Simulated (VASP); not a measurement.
Write the native input for VASP 6.6.1 that does the following.

- Task: relaxation of cell and atoms
- Functional: PBE
- Potentials or basis: VASP PAW PBE potentials, release 64 (Al)
- Cutoff: 600 eV
- k mesh: 10 × 10 × 10
- Occupations: methfessel-paxton, width 0.1 eV
- Spin: no spin polarisation
- Further INCAR settings: ALGO = Normal; EDIFF = 1e-07; IBRION = 2; EDIFFG = -0.01; NSW = 40; ISIF = 3

The structure of Al lies in POSCAR:

```
Al
1.0
    2.7217600000      0.0000000000      0.0000000000
    0.0000000000      2.7217600000      0.0000000000
    0.0000000000      0.0000000000      2.7217600000
Al
1
Direct
    0.0000000000      0.0000000000      0.0000000000
```

The cell was built by a generator and needn't be a form met in nature.

One way to write it, as run:

INCAR

```
ALGO = Normal ; EDIFF = 1E-7
EDIFFG = -0.01 ; ENCUT = 600
GGA = PE ; IBRION = 2
ISIF = 3 ; ISMEAR = 1
LASPH = T ; LCHARG = F
LREAL = F ; LWAVE = F
NELM = 60 ; NSW = 40
PREC = Accurate ; SIGMA = 0.1
```

KPOINTS

```
k-points
0
Gamma
  10 10 10
```

Potentials or basis: VASP PAW PBE potentials, release 64 (Al).

Run with:

```bash
$ cat potpaw_PBE.64/Al/POTCAR > POTCAR
$ mpirun -np 1 vasp_std > vasp.out
```

It gave:

| Quantity | Value |
| --- | --- |
| Relaxed volume | 20.31 Å³/atom |
| Relaxed cell | a = 2.728 Å, b = 2.728 Å, c = 2.728 Å, α = 90.00°, β = 90.00°, γ = 90.00° |
| Space group after relaxing (to 0.05 Å) | Pm-3m (No. 221) |
| Energy gained by relaxing | 0.2 meV/atom |
| Ionic steps | 2 |
| Pressure after relaxing | 0.0 GPa |
| Band gap on the k mesh | none (metal or under the smearing width) |

It took 9.9 s on 1 thread of Intel(R) Xeon(R) Platinum 8259CL CPU @ 2.50GHz (Skylake/Cascade Lake) (shared host), peak memory 0.13 GiB.
